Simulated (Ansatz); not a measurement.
Ag, DFT, PBE, all-electron LAPW, scalar-relativistic (Ansatz 0.2.0), run on 1 thread of AMD EPYC 7B13 (Zen 3) on a shared host.

The cell is COD entry 1509145, as deposited and not checked against the literature; nothing was relaxed. The listed cell was then made from it by scaling, straining or moving an atom.

Command: `ansatz run input.yaml --threads 1 --pin off --max-ram 2048MiB --backend cpu --events-out ev --progress --plain --runs-dir out`

```yaml
crystal:
  lattice:
    - [2.870694226, 0.0, 0.0]
    - [-1.435347113, 2.4860941263, 0.0]
    - [0.0, 0.0, 4.6930492667]
  atoms:
    - { symbol: Ag, position: [0.3333333333, 0.6666666667, 0.25] }
    - { symbol: Ag, position: [0.6666666667, 0.3333333333, 0.75] }
kpoints:
  mp_grid: { grid: [14, 14, 8] }
scf:
  occupations: { method: fermi_dirac, width: 0.05 }
hamiltonian:
  xc: pbe
  pseudopotentials: { kind: all_electron, lapw: { basis_error: 0.00025 } }
output:
  forces: true
  stress: true
  eigenvalues: true
```

Task: How large is the problem that the program sets up?

Result: 120 irreducible k-points, 373 plane waves at Γ, 35 bands.

Task: Estimate the wall time and the peak memory.

Result: 35 s of wall time for 8 SCF iterations, with a peak of 0.63 GiB. Times on shared machines scatter by tens of per cent.

Task: And the same cell and mesh by PAW with the default files, asked for forces, stress, eigenvalues, efg, on the same hardware?

Result: 3.6 s, peak memory 0.43 GiB.

Task: And the same cell and mesh by all-electron PAW (datasets made for this crystal), asked for forces, stress, eigenvalues, efg, on the same hardware?

Result: 9.1 s, peak memory 0.54 GiB.
